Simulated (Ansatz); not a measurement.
# AlP (110): surface energy and levels, part 2 of 2

Aim: for AlP, compute energy, relaxation and work function or band edges of the (110) face.

Ansatz 0.2.0; DFT r2SCAN, scalar-relativistic, plane waves, PAW. The steps go on from the part before.

### Step 5. All atoms of the slab relaxed

The COD entry's cell or inner coordinates are ideal or old and differ from later refinements, so a difference from it is no clean test against experiment.

File input.yaml:

```yaml
crystal:
  lattice:
    - [3.8738995184, 0.0, 0.0]
    - [0.0, 5.4785212382, 0.0]
    - [0.0, 0.0, 26.6216985553]
  atoms:
    - { symbol: Al, position: [0.5, 0.5, 0.2817250742] }
    - { symbol: P, position: [0.0, 0.75, 0.2817250742] }
    - { symbol: Al, position: [0.0, 0.0, 0.3544833828] }
    - { symbol: P, position: [0.5, 0.25, 0.3544833828] }
    - { symbol: Al, position: [0.5, 0.5, 0.4272416914] }
    - { symbol: P, position: [0.0, 0.75, 0.4272416914] }
    - { symbol: Al, position: [0.0, 0.0, 0.5] }
    - { symbol: P, position: [0.5, 0.25, 0.5] }
    - { symbol: Al, position: [0.5, 0.5, 0.5727583086] }
    - { symbol: P, position: [0.0, 0.75, 0.5727583086] }
    - { symbol: Al, position: [0.0, 0.0, 0.6455166172] }
    - { symbol: P, position: [0.5, 0.25, 0.6455166172] }
    - { symbol: Al, position: [0.5, 0.5, 0.7182749258] }
    - { symbol: P, position: [0.0, 0.75, 0.7182749258] }
basis:
  ecutwfc: 500
kpoints:
  mp_grid: { grid: [7, 5, 1] }
hamiltonian:
  xc: r2scan
scf:
  occupations: { method: gaussian, width: 0.05 }
output:
  forces: true
  eigenvalues: true
  write_density: true
  write_potential: true
  elf: true
  volumetric_format: npy
relax:
  adjacent_minimum: "off"
  f_tol: 0.02
  max_steps: 60
efield:
  axis: 3
  dipole_correction: true
```

Launch:

```bash
ansatz run input.yaml --threads 1 --pin off --max-ram 2560MiB --backend cpu --events-out ev --progress --plain --runs-dir out
```

Standard output:

```text
Warning: RAYON_NUM_THREADS=1 ignored (pool sized by the plan → 1); use --threads N
Engine: ansatz 0.2.0, x86_64-unknown-linux-gnu
Pseudopotentials: kind: paw
Pseudopotential: Al, paw, valence charge 3, recommended cutoff 500 eV (meta_gga), Al.paw.azcp
Pseudopotential: P, paw, valence charge 5, recommended cutoff 500 eV (meta_gga), P.paw.azcp
Functional definition: r2SCAN
  parameter k0 = 0.174
  parameter k1 = 0.065
  parameter a1 = 4.9479
  exchange = r2scan_x(k0 = k0, k1 = k1, a1 = a1)
  correlation = r2scan_c
Crystal: 14 atoms, lattice volume = 564.999 Å³
Basis set: ecut = 500 eV, 14293 PW (Γ), exchange–correlation on 120×160×800 points (64 copies of the dense FFT grid, shifted against one another)
Bands: 42, of which v1, the nominal top of the filled ones, is band 28 counted from 1 (27 counted from 0)
Symmetry: 2 space group operations
k-points: 12 of 35 (time reversal used)
Non-local potential: Al, projectors of the file, l = 0: 2, l = 1: 2, l = 2: 1
Non-local potential: P, projectors of the file, l = 0: 2, l = 1: 2, l = 2: 2
PAW form: soft (Blöchl's): semilocal exchange-correlation on the pseudo side does not see the compensation charge
PAW frozen core: Al, regenerated for the run's functional (the file was generated under x = pbe(κ = 0.804, μ = 0.2195149727645171), c = pbe(β = 0.06672455060314922))
PAW frozen core: P, regenerated for the run's functional (the file was generated under x = pbe(κ = 0.804, μ = 0.2195149727645171), c = pbe(β = 0.06672455060314922))
PAW one-centre angular grid: Al, 302 points (default); XC on 160 Gauss nodes
PAW one-centre angular grid: P, 302 points (default); XC on 160 Gauss nodes
Initial density: superposition of atomic densities (neutral atoms: chi_scale 0, normalization atom), corrected by the library's trained network
Initial wavefunctions: pseudopotential atomic-orbital guess
Functional: x = r2scan, c = r2scan; τ floored in thin density (d = 2e-4 eV/Å³)
SCF iter   1: F=—  HF=-9103.087623 eV  |F-HF|=—  |Δ(HF+E_count)|=         —  Δρ=3.23e-3  dr2=1.09e-1  dr2_τ=8.35e-2  ethr=1.77e-3  p=0.000 e·Å  D=7.05e-15 V/Å  ΔV_dip=-0.00 eV  dr2_dipole=3.91e-8  V_vac-E_F(+/−)=4.38/4.39 eV  ⟨swp⟩=9.8  Hψ=3237  notcnv=0  defer=32
efield: sawtooth ramp at fractional position 0.9500 (placed from the atoms, in the widest stretch of the axis that holds none; the zero of the levels goes with the place), width 0.1000; the density the first Hamiltonian is built on has a dipole p = 0.000 e·Å; the dipole correction subtracts the counter field D = 7.05e-15 V/Å, which shifts the + side's vacuum level by -0.00 eV against the − side's; the planar-averaged density in the ramp window peaks in size at 2.7e-5 e/Å³
preconditioner: auto → Resta (q_TF=auto, 1.856 Å⁻¹)  ε∞=2.9  [insulator: Δε(μ)=1.354 eV  Ē_g=8.521 eV  σ=0.050 eV  W_gap=1.00  n_scr=54 (ndim 8)  ℏωp=11.7 eV  f_vac=0.414  D(μ)=0.00/eV (n_scr^D=0)  ε∞_Penn≈2.9  vacuum switching on, ρ_ref=5.3e-3 e/Å³]
SCF iter   2: F=—  HF=-9103.277615 eV  |F-HF|=—  |Δ(HF+E_count)|=   1.90e-1  Δρ=1.98e-3  dr2=2.88e-2  dr2_τ=2.55e-4  ethr=1.95e-4  p=0.000 e·Å  D=2.78e-5 V/Å  ΔV_dip=-0.00 eV  dr2_dipole=9.98e-8  V_vac-E_F(+/−)=4.36/4.37 eV  ⟨swp⟩=3.0  Hψ=994  notcnv=0  defer=107
SCF iter   3: F=—  HF=-9103.279666 eV  |F-HF|=—  |Δ(HF+E_count)|=   2.05e-3  Δρ=6.24e-4  dr2=9.66e-3  dr2_τ=7.94e-5  ethr=5.15e-5  p=-0.000 e·Å  D=-7.49e-5 V/Å  ΔV_dip=0.00 eV  dr2_dipole=6.88e-7  V_vac-E_F(+/−)=4.42/4.42 eV  ⟨swp⟩=3.0  Hψ=880  notcnv=0  defer=107
SCF iter   4: F=—  HF=-9103.279035 eV  |F-HF|=—  |Δ(HF+E_count)|=   6.31e-4  Δρ=2.02e-4  dr2=8.18e-4  dr2_τ=1.95e-5  ethr=1.72e-5  p=0.000 e·Å  D=4.48e-5 V/Å  ΔV_dip=-0.00 eV  dr2_dipole=2.41e-7  V_vac-E_F(+/−)=4.39/4.40 eV  ⟨swp⟩=2.1  Hψ=594  notcnv=0  defer=107
SCF iter   5: F=—  HF=-9103.279084 eV  |F-HF|=—  |Δ(HF+E_count)|=   4.88e-5  Δρ=9.78e-5  dr2=8.27e-5  dr2_τ=2.25e-6  ethr=1.46e-6  p=-0.000 e·Å  D=-1.76e-5 V/Å  ΔV_dip=0.00 eV  dr2_dipole=3.42e-8  V_vac-E_F(+/−)=4.40/4.40 eV  ⟨swp⟩=2.2  Hψ=629  notcnv=0  defer=107
SCF iter   6: F=-9103.279175 eV  HF=-9103.279172 eV  |F-HF|=3.06e-6  |Δ(HF+E_count)|=   8.83e-5  Δρ=2.65e-5  dr2=9.12e-6  dr2_τ=1.72e-7  ethr=1.79e-8  p=0.000 e·Å  D=3.83e-5 V/Å  ΔV_dip=-0.00 eV  dr2_dipole=1.69e-7  V_vac-E_F(+/−)=4.40/4.40 eV  ⟨swp⟩=24.9  Hψ=6333  notcnv=0
SCF 1 converged in 6 iterations: F = -9103.279175 eV  dr2 = 9.12e-6
relax step   1: F+E_penalty+E_count = -9103.27917525 eV  Δ(F+E_penalty+E_count) = +0.000e0 eV  max|allowed force component| = 1.630e0 eV/Å  Δτ_max = 0.0000 Å  (6 SCF iters, dr2 threshold 1.00e-5 eV, accepted)
[... 12 lines left out ...]
relax step   2: F+E_penalty+E_count = -9104.23102467 eV  Δ(F+E_penalty+E_count) = -9.518e-1 eV  max|allowed force component| = 1.031e0 eV/Å  Δτ_max = 0.1948 Å  (6 SCF iters, dr2 threshold 1.00e-4 eV, accepted)
[... 9 lines left out ...]
relax step   3: F+E_penalty+E_count = -9104.63759775 eV  Δ(F+E_penalty+E_count) = -4.066e-1 eV  max|allowed force component| = 3.827e-1 eV/Å  Δτ_max = 0.1949 Å  (6 SCF iters, dr2 threshold 6.65e-5 eV, accepted)
[... 9 lines left out ...]
relax step   4: F+E_penalty+E_count = -9104.70931475 eV  Δ(F+E_penalty+E_count) = -7.172e-2 eV  max|allowed force component| = 7.413e-2 eV/Å  Δτ_max = 0.1503 Å  (6 SCF iters, dr2 threshold 2.02e-5 eV, accepted)
[... 9 lines left out ...]
relax step   5: F+E_penalty+E_count = -9104.71075588 eV  Δ(F+E_penalty+E_count) = -1.441e-3 eV  max|allowed force component| = 3.011e-2 eV/Å  Δτ_max = 0.0162 Å  (6 SCF iters, accepted)
[... 8 lines left out ...]
relax step   6: F+E_penalty+E_count = -9104.71094995 eV  Δ(F+E_penalty+E_count) = -1.941e-4 eV  max|allowed force component| = 3.088e-3 eV/Å  Δτ_max = 0.0038 Å  (5 SCF iters, accepted)
iter 1 solved again at ethr=5.97e-11 eV; its pass at ethr=3.10e-3 eV (dr2=3.34e-8 eV) is discarded
SCF iter   1: F=—  HF=-9104.710950 eV  |F-HF|=—  |Δ(HF+E_count)|=         —  Δρ=2.05e-6  dr2=3.35e-8  dr2_τ=6.78e-10  ethr=5.97e-11  p=0.000 e·Å  D=1.85e-6 V/Å  ΔV_dip=-0.00 eV  dr2_dipole=4.66e-9  V_vac-E_F(+/−)=5.17/5.17 eV  ⟨swp⟩=1.0  Hψ=1473  notcnv=0
efield: sawtooth ramp at fractional position 0.9500 (kept from the solve that this one continues, or follows in the run), width 0.1000; the density the first Hamiltonian is built on has a dipole p = 0.000 e·Å; the dipole correction subtracts the counter field D = 1.85e-6 V/Å, which shifts the + side's vacuum level by -0.00 eV against the − side's; the planar-averaged density in the ramp window peaks in size at 4.8e-7 e/Å³
preconditioner: auto → Resta (q_TF=auto, 1.856 Å⁻¹)  ε∞=2.8  [insulator: Δε(μ)=1.572 eV  Ē_g=8.721 eV  σ=0.050 eV  W_gap=1.00  n_scr=54 (ndim 8)  ℏωp=11.7 eV  f_vac=0.431  D(μ)=0.00/eV (n_scr^D=0)  ε∞_Penn≈2.8  vacuum switching on, ρ_ref=5.5e-3 e/Å³]
SCF iter   2: F=-9104.710950 eV  HF=-9104.710950 eV  |F-HF|=4.88e-9  |Δ(HF+E_count)|=   8.92e-9  Δρ=1.17e-6  dr2=8.96e-9  dr2_τ=1.11e-10  ethr=5.97e-11  p=-0.000 e·Å  D=-8.24e-6 V/Å  ΔV_dip=0.00 eV  dr2_dipole=1.02e-9  V_vac-E_F(+/−)=5.17/5.17 eV  ⟨swp⟩=10.1  Hψ=3154  notcnv=0
SCF 7 converged in 2 iterations: F = -9104.710950 eV  dr2 = 8.96e-9
WARN: The output density's exchange-correlation potential varies sharply where the density is thin. Do not read a vacuum level from v_tot or v_xc, or from such a field of the output density. On a cell that repeats whose density bears no net charge and no dipole along the vacuum's axis use v_es (v_loc + v_h of the components); under efield.dipole_correction with no amplitude use v_es + v_field, which holds any external_charges[].barrier, or the levels of the report's work_function block, which leave it out; under a non-zero efield.amplitude the vacuum is tilted and has no level; on a cell that repeats and bears such a dipole with no correction it is tilted too, and efield.dipole_correction with no amplitude gives each side of its ramp a level where efield: is served; in a cell that repeats whose density bears a net charge (total_charge, or a fill off its count) it is curved and has none; of a slab under crystal.periodic whose density bears no net charge use v_es, which has a level on each side, short of where the two are joined; of another it falls or rises all the way out and has none; of a slab beside external_charges read slab_vacuum_level instead, which it has where they leave it neutral. The grid or the basis barely resolves most such structure, and the values can differ between equally converged runs; as a rule a tighter scf.convergence.dr2_threshold does not remove it. Where the density itself ripples (under the LDA too) a higher basis.ecutwfc lessens it. The files hold the spikes' plane waves up to the density's cutoff. Files: v_tot_of_output_density and the like, and their columns of v_z.tsv (output.write_potential); v_xc_of_output_density and the like, and their columns of v_comp_z.tsv (output.write_potential_components). Measured: with its Gaussian average of σ = 0.25 Å subtracted twice, the exchange-correlation potential is over 0.1 eV at 2524 of the grid points where the equally averaged density (valence and model cores) is under 1e-3 e/Å³, and 1.01 eV at the most among them, at an averaged density of 9.9e-4 e/Å³. The input density's (outcome.potential() and, of a run that writes arrays, v_tot and v_xc) is over 0.1 eV, so measured, at 1953 points of its own thin density, 1.01 eV at the most. See output.write_potential in the manual, Limitations
SCF converged after 2 iterations
Free energy (F): -9104.710950 eV
Harris-Foulkes:  -9104.710950 eV  (|F-HF|=4.88e-9)
Internal energy: -9104.710950 eV  (E = F + TS)
E sigma→0 (E₀):  -9104.710950 eV
Fermi energy:    0.296479 eV
Dipole field:    D = 0.000017 V/Å  (p = 0.000054 e·Å, saw-weighted, corrected)
Work function:   Φ+ = 5.1700 eV   Φ− = 5.1705 eV
Levels:          The Fermi level and band energies are counted from a zero that moves with the ramp; work functions are not
--- Per-component energies (eV) ---
  E_band       = -272.939915
  E_kinetic    = 651.084435
  E_local      = -15025.736078  (includes V_loc(G=0)·N_el)
  E_nonlocal   = 303.480632
  E_hartree    = 7260.236283
  E_xc         = -665.582721
  E_vxc        = -672.024880  (∫ρ·V_xc dr)
  E_paw        = -7343.259085  (= ΣΔE_a)
  E_vpaw       = -79.374295  (= ΣTr[D̂ρ^β])
  E_aug_tail   = -0.000002  (compensation charges beyond the density's cutoff)
  E_vtau       = 29.157219  (kinetic-family band-sum trace: ∫τ·v_τ [+ j·A + Jᵃ·Aᵃ] dr)
  E_efield     = 0.000000  (sawtooth field / dipole correction)
  E_vefield    = 0.000000  (∫n·V_field dr)
  E_ewald      = 5716.122238
  E_core_change = -1.056651  (= ΣΔE_core)
  E_smearing   = -0.000000  (= −TS)
  E_closure    = 0.000000  (closes the sum)
  Σ components = -9104.710950   (vs F -9104.710950, Δ=0.00e0)
--- Forces (eV/Å), atoms counted from 1 ---
  atom   1  Al     0.00000000    -0.00077200     0.00046079
  atom   2  P      0.00000000     0.00097922     0.00066476
  atom   3  Al     0.00000000     0.00011373    -0.00207779
  atom   4  P      0.00000000    -0.00003863     0.00106655
  atom   5  Al     0.00000000    -0.00076900    -0.00277531
  atom   6  P      0.00000000     0.00137656     0.00001496
  atom   7  Al     0.00000000    -0.00265932     0.00017881
  atom   8  P      0.00000000     0.00070062    -0.00015973
  atom   9  Al     0.00000000    -0.00074255     0.00311325
  atom  10  P      0.00000000     0.00140247    -0.00029072
  atom  11  Al     0.00000000     0.00017619     0.00226824
  atom  12  P      0.00000000    -0.00010571    -0.00132290
  atom  13  Al     0.00000000    -0.00068786    -0.00038440
  atom  14  P      0.00000000     0.00102355    -0.00073862
  max |Σ_I F_I| component: 1.79e-5 eV/Å
--- Band table (eV; the first three rows and the last of 12) ---
  k-point 0: bands = ["-12.2873", "-11.9294", "-11.3186", "-10.5937", "-10.1403", "-9.9549", "-9.9424", "-5.8010", "-5.5305", "-5.0208", "-4.4491", "-3.8703", "-3.5846", "-3.3812", "-2.8681", "-2.5401", "-2.4423", "-2.3598", "-2.2728", "-1.8205", "-1.4880", "-1.3835", "-1.2887", "-0.8955", "-0.6503", "-0.6144", "-0.5952", "-0.4887", "1.6240", "2.0442", "2.5449", "2.7829", "3.1225", "3.2040", "3.7561", "4.1395", "4.1910", "4.5092", "4.5239", "4.5905", "4.8201", "4.9852"]
[... 3 lines left out ...]
--- Relaxed structure (6 steps of the walk, 6 accepted, 0 SCFs on fresh bases) ---
  F+E_penalty+E_count = -9104.71094995 eV   max|allowed force component| = 3.088e-3 eV/Å
  atoms:
    - { symbol: Al, position: [0.5, 0.5574146789503559, 0.29804074364714445] }
    - { symbol: P, position: [0.0, 0.760125472268795, 0.27544439832245726] }
    - { symbol: Al, position: [0.0, -0.01610007617511913, 0.3513403294936328] }
    - { symbol: P, position: [0.5, 0.23430945724100807, 0.35491208791621154] }
    - { symbol: Al, position: [0.5, 0.48801878544089033, 0.4279289826154863] }
    - { symbol: P, position: [0.0, 0.7402521673188139, 0.4264851818028635] }
    - { symbol: Al, position: [0.0, -0.014207884935024891, 0.4999996716221463] }
    - { symbol: P, position: [0.5, 0.23617856987255692, 0.5000001160706017] }
    - { symbol: Al, position: [0.5, 0.48801751894461726, 0.5720705269525753] }
    - { symbol: P, position: [0.0, 0.7402510480688216, 0.5735149629775385] }
    - { symbol: Al, position: [0.0, -0.01610261382121205, 0.6486594146090918] }
    - { symbol: P, position: [0.5, 0.23430831435952545, 0.6450884360886168] }
    - { symbol: Al, position: [0.5, 0.5574119625570025, 0.701959413710518] }
    - { symbol: P, position: [0.0, 0.7601225999089686, 0.7245557341711155] }
```

It took 6.4 min on 1 thread of Intel Xeon Platinum 8375C at 2.90GHz (Ice Lake), shared host; peak memory 1.7 GiB.

Step by step:

| step | E - E(step 1) (eV/cell) | largest force component (eV/Å) |
| --- | --- | --- |
| 1 | 0.0000 | 1.6298 |
| 2 | -0.9518 | 1.0314 |
| 3 | -1.3584 | 0.3827 |
| 4 | -1.4301 | 0.0741 |
| 5 | -1.4316 | 0.0301 |
| 6 | -1.4318 | 0.0031 |

Step 1 is the start.

Read from this run: gap on the mesh 1.57 eV; ionisation potential 5.96 eV; electron affinity 4.38 eV.

Plane-averaged electrostatic potential energy of an electron across the slab, counted from the valence-band top:

z (Å), V (eV) and a bar:
```
     1.60       5.96 ##############################
     2.13       5.96 ##############################
     2.66       5.96 ##############################
     2.93       5.96 ##############################
     3.46       5.96 ##############################
     3.99       5.95 ##############################
     4.53       5.95 ##############################
     5.06       5.92 ##############################
     5.32       5.88 ##############################
     5.86       5.58 #############################
     6.39       4.26 ##########################
     6.92      -0.60 #############
     7.45      -4.51 ###
     7.72      -3.49 ######
     8.25      -0.76 #############
     8.79      -2.58 ########
     9.32      -5.68 
     9.85      -3.55 #####
    10.12      -0.63 #############
    10.65      -0.37 ##############
    11.18      -5.02 ##
    11.71      -3.96 ####
    12.25       0.45 ################
    12.51       0.07 ###############
    13.04      -4.64 ###
    13.58      -4.64 ###
    14.11       0.07 ###############
    14.38       0.45 ################
    14.91      -3.96 ####
    15.44      -5.02 ##
    15.97      -0.37 ##############
    16.51      -0.63 #############
    16.77      -3.55 #####
    17.30      -5.68 
    17.84      -2.58 ########
    18.37      -0.77 #############
    18.90      -3.49 ######
    19.17      -4.51 ###
    19.70      -0.60 #############
    20.23       4.26 ##########################
    20.76       5.58 #############################
    21.30       5.88 ##############################
    21.56       5.92 ##############################
    22.10       5.95 ##############################
    22.63       5.95 ##############################
    23.16       5.95 ##############################
    23.69       5.95 ##############################
    23.96       5.95 ##############################
    24.49       5.95 ##############################
    25.02       5.95 ##############################
```

Density in a lattice plane of the grid's cell (edges 5.48 and 26.62 Å, at 0.000 of the third edge), which holds P and Al.

Ten even steps from ' ' (0.00 e/Å³) to '@' (0.78 e/Å³):
```
            
            
            
            
..    ..**%%
::    ..##@@
  ::      ::
::    ..**@@
::    ..##@@
  ::      ::
::    ..##@@
::    ..**@@
  ::      ::
::    ..##@@
..    ..**%%
            
            
            
            
            
```
Columns run along the first of these edges and rows up along the second, over one cell in 6 and 20 even steps from the bottom left corner. Atoms in the plane (fractional): P at (0.76, 0.28), Al at (0.98, 0.35), P at (0.74, 0.43), Al at (0.99, 0.50), P at (0.74, 0.57), Al at (0.98, 0.65), P at (0.76, 0.72).

ELF in the same plane.

Values, 12 rows by 6 columns:
```
0.00 0.00 0.00 0.00 0.00 0.00
0.08 0.00 0.00 0.01 0.05 0.12
0.88 0.07 0.04 0.53 0.81 0.93
0.04 0.24 0.05 0.07 0.42 0.76
0.63 0.03 0.03 0.66 0.24 0.59
0.12 0.30 0.07 0.01 0.10 0.23
0.63 0.03 0.03 0.66 0.24 0.59
0.04 0.24 0.05 0.07 0.42 0.76
0.88 0.07 0.04 0.53 0.81 0.93
0.08 0.00 0.00 0.01 0.05 0.12
0.00 0.00 0.00 0.00 0.00 0.00
0.00 0.00 0.00 0.00 0.00 0.00
```
Columns run along the first of these edges and rows up along the second, over one cell in 6 and 12 even steps from the bottom left corner. Atoms in the plane (fractional): P at (0.76, 0.28), Al at (0.98, 0.35), P at (0.74, 0.43), Al at (0.99, 0.50), P at (0.74, 0.57), Al at (0.98, 0.65), P at (0.76, 0.72).

Both are smooth fields of the valence electrons: close to the nuclei they are not physical.

Outside the cores ELF peaks at 0.95 beside P, off the lines to its neighbours, 0.9 Å from P; 0.95 on the Al–P line, 1.2 Å from Al.

### Step 6. Surface energy and levels of (110)

γ = (E_slab − N E_bulk) / (2A); here N = 14 and A = 21.22 Å².

|  | as cut | relaxed |
| --- | --- | --- |
| surface energy, mean of both faces | 1.58 J/m² | 1.04 J/m² |
| gap of the slab on the mesh | 1.24 eV | 1.57 eV |
| bulk valence top under the vacuum level | 5.29 eV | 5.96 eV |
| bulk conduction bottom under the vacuum level | 3.36 eV | 4.03 eV |
| dipole along +c (e·Å/cell) | 0.000 | 0.000 |

The bulk's band edges are placed through the mean potential in the slab's middle.

Spacings of the planes, from the bottom up:

```csv
plane,atoms,"spacing to the next, as cut (Å)",relaxed (Å),change (%),rumpling (Å)
1,AlP,1.937,1.767,-8.8,0.602
2,AlP,1.937,1.972,+1.8,0.095
3,AlP,1.937,1.938,0.0,0.038
4,AlP,1.937,1.938,0.0,0.000
5,AlP,1.937,1.972,+1.8,0.038
6,AlP,1.937,1.767,-8.8,0.095
7,AlP,,,,0.602
```

### Step 7. Results

The summary covers parts 1 to 2.

```
                                                           quantity      value
                         surface energy, (110), cut with AlP on top  1.04 J/m²
bulk valence top under the vacuum level, (110), cut with AlP on top    5.96 eV
```

What this shows: On (110) the top spacing contracts by 8.8 %, and relaxation gains 0.540 J/m² a face. The top plane rumples by 0.60 Å.
